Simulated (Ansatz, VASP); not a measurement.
# BP in two plane-wave programs

Wanted: the spread between two codes on one cell, functional and k mesh. The cell is taken from a series of runs on this material, whose earlier steps may have relaxed, scaled, displaced or heated it; both programs get it as it stands.

Calculated with Ansatz 0.2.0; plane waves, with VASP 6.6.1 beside it; zone-centre phonons at LDA.

## Step 1: Set-up

Symmetry: R3m, No. 160, trigonal system. The conventional cell has a = 3.048 Å, b = 3.048 Å, c = 7.851 Å, α = 90.00°, β = 90.00°, γ = 120.00°. Nearest to B lie 4 P at 1.89 to 1.94 Å. Nearest to P lie 4 B at 1.89 to 1.94 Å. Farther neighbours are not listed.

## Step 2: Ansatz: zone-centre phonons, LDA, pair 1

Ansatz runs on its PAW soft_1 files.

Second derivatives magnify differences that forces hide, and they need a tight electronic threshold.

Contents of input.yaml:

```yaml
crystal:
  lattice:
    - [0.0739400453, 2.2294196166, 2.2294196166]
    - [2.2294196166, 0.0739400453, 2.2294196166]
    - [2.2294196166, 2.2294196166, 0.0739400453]
  atoms:
    - { symbol: B, position: [-0.0017554529, -0.0017554529, -0.0017554529] }
    - { symbol: P, position: [0.7517554529, 0.7517554529, 0.7517554529] }
kpoints:
  mp_grid: { grid: [12, 12, 12] }
hamiltonian:
  xc: lda
  pseudopotentials: { kind: paw, azcp: { folder: soft_1 }, xc_functional: pbe }
scf:
  occupations: { method: fixed }
output:
  eigenvalues: true
phonons:
  method: dfpt
  dielectric: true
  rigid_motions: translations
```

Started as:

```sh
$ ansatz run input.yaml --threads 4 --pin off --max-ram 10240MiB --backend cpu --events-out ev --progress --plain --runs-dir out
```

Numbers of over 12 decimals in the logs are rounded to 6 here.

Log:

```text
Engine: ansatz 0.2.0, aarch64-unknown-linux-gnu
Pseudopotentials: kind: paw
Pseudopotential: B, paw, valence charge 3, recommended cutoff 420 eV (normal), soft_1/B.paw.azcp
Pseudopotential: P, paw, valence charge 5, recommended cutoff 420 eV (normal), soft_1/P.paw.azcp
Functional definition: SPW92
  exchange = slater_x
  correlation = pw_c
Crystal: 2 atoms, lattice volume = 21.060 Å³
Basis set: ecut = 420 eV, 423 PW (Γ), exchange–correlation on 48×48×48 points (8 copies of the dense FFT grid, shifted against one another)
Bands: 8, of which v1, the nominal top of the filled ones, is band 4 counted from 1 (3 counted from 0)
Symmetry: 6 space group operations
k-points: 476 of 1728 (irreducible under 2 space group operations, time reversal used)
Non-local potential: B, projectors of the file, l = 0: 2, l = 1: 2, l = 2: 1
Non-local potential: P, projectors of the file, l = 0: 2, l = 1: 2, l = 2: 1
PAW form: soft (Blöchl's): semilocal exchange-correlation on the pseudo side does not see the compensation charge
PAW frozen core: B, regenerated for the run's functional, and the local potential with it (the file was generated under x = pbe(κ = 0.804, μ = 0.219515), c = pbe(β = 0.066725))
PAW frozen core: P, regenerated for the run's functional, and the local potential with it (the file was generated under x = pbe(κ = 0.804, μ = 0.219515), c = pbe(β = 0.066725))
PAW one-centre angular grid: B, 110 points (default); XC on 64 Gauss nodes
PAW one-centre angular grid: P, 110 points (default); XC on 64 Gauss nodes
Initial density: superposition of atomic densities (chi_scale 0.1, normalization cell, long waves kept (reshape's long-wave potential 0.00 eV rms))
Initial wavefunctions: pseudopotential atomic-orbital guess
Functional: x = slater, c = lda
SCF iter   1: F=—  HF=-877.546875 eV  |F-HF|=—  |Δ(HF+E_count)|=         —  Δρ=1.09e-1  dr2=2.77e0  ethr=3.10e-3  ⟨swp⟩=5.0  Hψ=27747  notcnv=0  defer=903
preconditioner: auto → none  [insulator: Δε(μ)=1.831 eV  Ē_g=13.726 eV  n_scr=0 (ndim 8)  ℏωp=22.9 eV  f_vac=0.000  ε∞_Penn≈3.8]
SCF iter   2: F=—  HF=-876.583064 eV  |F-HF|=—  |Δ(HF+E_count)|=   9.64e-1  Δρ=3.18e-2  dr2=1.60e-1  ethr=3.10e-3  ⟨swp⟩=2.5  Hψ=10716  notcnv=0  defer=883
SCF iter   3: F=—  HF=-876.526458 eV  |F-HF|=—  |Δ(HF+E_count)|=   5.66e-2  Δρ=1.12e-2  dr2=1.64e-2  ethr=2.00e-3  ⟨swp⟩=3.0  Hψ=6688  notcnv=0  defer=928
SCF iter   4: F=—  HF=-876.521335 eV  |F-HF|=—  |Δ(HF+E_count)|=   5.12e-3  Δρ=1.72e-3  dr2=2.83e-4  ethr=2.05e-4  ⟨swp⟩=3.0  Hψ=6669  notcnv=0  defer=946
SCF iter   5: F=—  HF=-876.521268 eV  |F-HF|=—  |Δ(HF+E_count)|=   6.68e-5  Δρ=6.93e-5  dr2=4.01e-7  ethr=3.53e-6  ⟨swp⟩=3.0  Hψ=5904  notcnv=0  defer=946
SCF iter   6: F=—  HF=-876.521268 eV  |F-HF|=—  |Δ(HF+E_count)|=   1.99e-7  Δρ=1.29e-5  dr2=1.57e-8  ethr=5.01e-9  ⟨swp⟩=2.8  Hψ=5608  notcnv=0  defer=890
SCF iter   7: F=—  HF=-876.521268 eV  |F-HF|=—  |Δ(HF+E_count)|=  9.13e-10  Δρ=1.44e-6  dr2=3.14e-10  ethr=1.97e-10  ⟨swp⟩=2.0  Hψ=5705  notcnv=0  defer=890
SCF iter   8: F=-876.521268 eV  HF=-876.521268 eV  |F-HF|=3.41e-12  |Δ(HF+E_count)|=  8.90e-11  Δρ=1.64e-7  dr2=6.89e-12  ethr=1.25e-12  ⟨swp⟩=9.8  Hψ=27494  notcnv=0
SCF 1 converged in 8 iterations: F = -876.521268 eV  dr2 = 6.89e-12
  greatest PAW one-centre occupation: 0.767 electrons in one spin orbital (limit 2), on the P atom at site 1 (counted from 0), in its partial waves of l = 0
NSCF: frozen V_eff on 69 k-points
DFPT response loops at Γ: preconditioner auto → none (the input reference at scf.mixing.eps_inf says where Resta's filter doesn't serve); β = 0.50; Broyden in place of MSR1
── the response to a field inside a basis, on 12×12×12 k-points: an SCF that follows is theirs, and a resumed run solves both again ──
Bands: 5, of which v1, the nominal top of the filled ones, is band 4 counted from 1 (3 counted from 0)
k-points: 182 of 1728 (time reversal used)
Initial density: handed on by an earlier stage of this run
Initial wavefunctions: pseudopotential atomic-orbital guess (no wavefunctions were taken with the density)
Eigensolver: Dense (182 Hₖ)
SCF iter   1: F=—  HF=-876.521498 eV  |F-HF|=—  |Δ(HF+E_count)|=         —  Δρ=1.37e-4  dr2=4.94e-7  ethr=1.00e-1
preconditioner: auto → none  [insulator: Δε(μ)=0.881 eV  Ē_g=10.236 eV  n_scr=0 (ndim 8)  ℏωp=22.9 eV  f_vac=0.000  ε∞_Penn≈6.0]
SCF iter   2: F=—  HF=-876.521499 eV  |F-HF|=—  |Δ(HF+E_count)|=   5.79e-7  Δρ=6.88e-5  dr2=1.25e-7  ethr=6.18e-9
SCF iter   3: F=-876.521499 eV  HF=-876.521499 eV  |F-HF|=3.18e-9  |Δ(HF+E_count)|=   2.01e-7  Δρ=3.97e-6  dr2=4.11e-9  ethr=1.57e-9
SCF 1 converged in 3 iterations: F = -876.521499 eV  dr2 = 4.11e-9
DFPT response loops at Γ: mixed as the last ones told, above
SCF converged after 8 iterations
Free energy (F): -876.521268 eV
Harris-Foulkes:  -876.521268 eV  (|F-HF|=3.41e-12)
Internal energy: -876.521268 eV  (E = F + TS)
E sigma→0 (E₀):  -876.521268 eV
Fermi energy:    10.707737 eV
--- Per-component energies (eV) ---
  E_band       = 29.066358
  E_kinetic    = 126.327448
  E_local      = -55.974468  (includes V_loc(G=0)·N_el)
  E_nonlocal   = 42.170258
  E_hartree    = 15.881487
  E_xc         = -107.894895
  E_vxc        = -103.696630  (∫ρ·V_xc dr)
  E_paw        = -601.665942  (= ΣΔE_a)
  E_vpaw       = -11.523215  (= ΣTr[D̂ρ^β])
  E_aug_tail   = 0.000009  (compensation charges beyond the density's cutoff)
  E_ewald      = -295.528351
  E_core_change = 0.163186  (= ΣΔE_core)
  E_smearing   = -0.000000  (= −TS)
  E_closure    = -0.000000  (closes the sum)
  Σ components = -876.521268   (vs F -876.521268, Δ=0.00e0)
--- Band table (eV; the first three rows and the last of 476) ---
  k-point 0: bands = ["-5.8469", "10.0687", "10.7077", "10.7077", "13.3804", "14.3584", "14.3584", "19.5784"]
  k-point 1: bands = ["-5.7073", "9.6143", "9.9552", "10.4519", "13.7435", "14.6418", "14.6886", "19.8680"]
  k-point 2: bands = ["-5.2913", "7.6957", "9.4305", "9.9189", "14.4084", "14.9428", "15.3228", "20.4063"]
  k-point 475: bands = ["-2.5317", "0.6426", "9.0429", "9.0429", "15.5851", "15.5851", "15.6311", "21.1964"]
--- Phonons (Γ-DFPT): 2 representative perturbations + reference, on 476 of 1728 k-points (Σ response iterations 6) ---
  k mesh reduced under 2 symmetry operations, with k and −k counted as one. Each operation leaves every solved perturbation unchanged. A smaller set is not considered because the run solves the response to a homogeneous field
  ASR residual: 3.106e-5 → 0.000e0 eV/Å²; symmetrization residual: 1.719e-8 eV/Å²
  ASR residual per site (eV/Å²): 3.11e-5 2.61e-5
  Γ frequencies (cm⁻¹): 0.00 0.00 0.00 853.29 894.12 894.12
  ε∞ (high-frequency dielectric tensor):
        9.254725     0.134460     0.134460
        0.134460     9.254725     0.134460
        0.134460     0.134460     9.254725
  ε⁰ (static dielectric tensor: ions relaxed, cell fixed):
        9.540523     0.125048     0.125048
        0.125048     9.540523     0.125048
        0.125048     0.125048     9.540523
  ε⁰ − ε∞ (ionic part):
        0.285798    -0.009412    -0.009412
       -0.009412     0.285798    -0.009412
       -0.009412    -0.009412     0.285798
  softest optical mode at Γ: 853.29 cm⁻¹; the repairs (sum rule, projections) moved no ω² at Γ by more than (1.02 cm⁻¹)²
  Born effective charges Z* (e; rows j = field, columns β = displacement):
    site 0:
        -0.87194    0.02772    0.02772
         0.02772   -0.87194    0.02772
         0.02772    0.02772   -0.87194
    site 1:
         0.87194   -0.02772   -0.02772
        -0.02772    0.87194   -0.02772
        -0.02772   -0.02772    0.87194
  Z* charge neutrality: 2.081e-3 e pre-enforcement
  solved inside a basis spanned on kpoints, on 12×12×12 k-points, its susceptibility summed on 16×16×16: ε∞ is read to err by 3.3e-2, Z* by 7.0e-3 e (field_mesh: kpoints solves on kpoints); Z* is corrected for what the basis lacks
  optical modes at Γ without the LO–TO term, one row a degenerate level:
      ω (cm⁻¹)  modes    IR ((D/Å)²/amu)
        853.29      1             1.9194
        894.12      2             4.6606
  optical modes at Γ + LO–TO along q̂ = [1.0000, 0.0000, 0.0000]:
      ω (cm⁻¹)  modes    IR ((D/Å)²/amu)
        856.55      1             1.9264
        894.12      1             2.3303
        904.37      1             2.3233
  optical modes at Γ + LO–TO along q̂ = [0.0000, 1.0000, 0.0000]:
      ω (cm⁻¹)  modes    IR ((D/Å)²/amu)
        856.55      1             1.9264
        894.12      1             2.3303
        904.37      1             2.3233
  optical modes at Γ + LO–TO along q̂ = [0.0000, 0.0000, 1.0000]:
      ω (cm⁻¹)  modes    IR ((D/Å)²/amu)
        856.55      1             1.9264
        894.12      1             2.3303
        904.37      1             2.3233
```

[end of part 1 of 3]

[Lines on the potential files, build, host, timing and source positions are cut from VASP's logs without a mark.]

[Logs are printed without paths, hosts, clocks, repeated set-up lines and the standing remarks that a program may print on its own settings, such as how far it seeks lower states.]

[Hosts, paths, dates, database ids (printed as entryN), source tags and the programs' standing remarks are cut or masked in the printed files.]
